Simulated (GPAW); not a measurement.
# MnSi in GPAW: convergence with smearing width (eV)

The system is MnSi.

```xyz
2
Lattice="0.0000 2.5272 2.5272 2.5272 0.0000 2.5272 2.5272 2.5272 0.0000" Properties=species:S:1:pos:R:3 pbc="T T T"
Mn    0.0000    0.0000    0.0000
Si    1.2636    1.2636    1.2636
```

The cell was built by a generator and needn't be a form met in nature.

| Quantity | Value |
| --- | --- |
| Program | GPAW 26.7.0 |
| Task | convergence study |
| Functional | LDA |
| Potentials or basis | the program's PAW data sets (release 1.2.1) made for this functional |
| Cutoff | 600 eV |
| Basis | pw |
| k mesh | 7 × 7 × 7 |
| Occupations | methfessel-paxton, width 0.5 eV |
| Spin | collinear spin, ferromagnetic start |
| Starting moments | [4.0, 0.0] μB |

These are the settings of the first run; the series varies smearing width (eV), with any setting tied to it.

Hardware: 1 thread of Arm Neoverse V1, with other jobs on the host.

| smearing width (eV) | energy less the tightest run, at zero smearing (meV/atom) | pressure (GPa) | largest site moment (μB) | SCF cycles | CPU time (s) | peak memory (GiB) |
| --- | --- | --- | --- | --- | --- | --- |
| 0.5 | 1.00 | 9.27 | 1.88 | 12 | 25 | 0.16 |
| 0.3 | 0.21 | 9.90 | 1.96 | 12 | 24 | 0.16 |
| 0.2 | 0.34 | 10.16 | 1.99 | 12 | 24 | 0.16 |
| 0.15 | -0.10 | 10.20 | 2.00 | 12 | 24 | 0.16 |
| 0.1 | -0.39 | 10.11 | 1.99 | 12 | 25 | 0.16 |
| 0.05 | -0.20 | 10.06 | 1.98 | 13 | 26 | 0.16 |
| 0.025 | -0.07 | 10.07 | 1.98 | 13 | 25 | 0.16 |
| 0.01 | 0.00 | 10.07 | 1.98 | 13 | 26 | 0.16 |

Against the tightest run, the energy stays within 1 meV/atom from 0.5 on; the pressure stays within 0.1 GPa from 0.1 on; the largest site moment stays within 0.02 μB from 0.3 on. Narrower smearing needs a denser k mesh, so at a fixed mesh the narrowest width isn't the most accurate. The tightest run that finished is the yardstick and may itself not be fully converged.

Caveat, for the tightest run too: this smearing can pin the Fermi level at a band edge.
